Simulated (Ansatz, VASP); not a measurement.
One calculation of W, two programs

Contents of POSCAR:

```
W
1.0
   -1.6611920000      1.6611920000      1.6611920000
    1.6611920000     -1.6611920000      1.6611920000
    1.6611920000      1.6611920000     -1.6611920000
W
1
Direct
    0.0000000000      0.0000000000      0.0000000000
```

Contents of INCAR.step1:

```
SYSTEM = W
ALGO     = Normal         ! electronic algorithm
EDIFF    = 1E-4           ! SCF threshold, eV
ENCUT    = 520            ! plane-wave cutoff, eV
GGA      = PE             ! functional
ISMEAR   = 0              ! smearing method
LASPH    = .True.         ! aspherical terms in the spheres
LCHARG   = .False.        ! write CHGCAR
LREAL    = .False.        ! projectors in reciprocal space
LWAVE    = .True.         ! write WAVECAR
NBANDS   = 13             ! bands
NELM     = 80             ! most SCF steps
PREC     = Accurate       ! precision mode
SIGMA    = 0.15           ! smearing width, eV
```

INCAR.step2

```
SYSTEM = W
ALGO     = Normal         ! electronic algorithm
EDIFF    = 1E-6           ! SCF threshold, eV
ENCUT    = 520            ! plane-wave cutoff, eV
ISIF     = 2              ! what is computed and relaxed
ISMEAR   = 0              ! smearing method
ISTART   = 1            
LASPH    = .True.         ! aspherical terms in the spheres
LCHARG   = .True.         ! write CHGCAR
LELF     = .True.         ! ELF
LMIXTAU  = .True.       
LREAL    = .False.        ! projectors in reciprocal space
LVHAR    = .True.       
LWAVE    = .False.        ! write WAVECAR
METAGGA  = R2SCAN         ! meta-GGA
NBANDS   = 13             ! bands
NELM     = 80             ! most SCF steps
PREC     = Accurate       ! precision mode
SIGMA    = 0.15           ! smearing width, eV
```

The input KPOINTS:

```
k-points
0
Gamma
  14 14 14
  0 0 0
```

Input for Ansatz:

```yaml
crystal:
  lattice:
    - [-1.661192, 1.661192, 1.661192]
    - [1.661192, -1.661192, 1.661192]
    - [1.661192, 1.661192, -1.661192]
  atoms:
    - { symbol: W, position: [0.0, 0.0, 0.0] }
basis:
  ecutwfc: 500
kpoints:
  mp_grid: { grid: [14, 14, 14] }
hamiltonian:
  xc: r2scan
scf:
  occupations: { method: gaussian, width: 0.15 }
output:
  forces: true
  stress: true
  eigenvalues: true
```

Change from the starting cell: strain +0.040 along x and y, +0.040 along z, atoms carried along.

Alike in both runs: task single point; functional r2SCAN; k mesh 14 × 14 × 14; occupations gaussian, width 0.15 eV; no spin polarisation.

|  | VASP | Ansatz |
| --- | --- | --- |
| version | VASP 6.6.1 | Ansatz 0.2.0 |
| potentials or method | VASP PAW PBE potentials, release 64 (W_sv) | scalar-relativistic, plane waves, PAW |
| plane-wave cutoff (eV) | 520 | 500 |
| valence electrons in the cell | 14 | 14 |

|  | VASP | Ansatz | Ansatz less VASP |
| --- | --- | --- | --- |
| gap on the k mesh at the Fermi level (eV) | none | none | - |
| pressure (GPa) | -33.1 | -33.7 | -0.59 |

A gap of «none» marks a metal or a gap that the smearing closes. With one functional, cell and mesh, what is left measures potentials, basis and numerics.

Caveats: the cell as given lies far from equilibrium; so large a pressure means that the cell lies far from this level's equilibrium, or that cutoff or potentials fall short (VASP); the potentials were made for another functional, which shifts forces and pressure (VASP). The runs have no spin-orbit coupling, so splittings on W are missing.
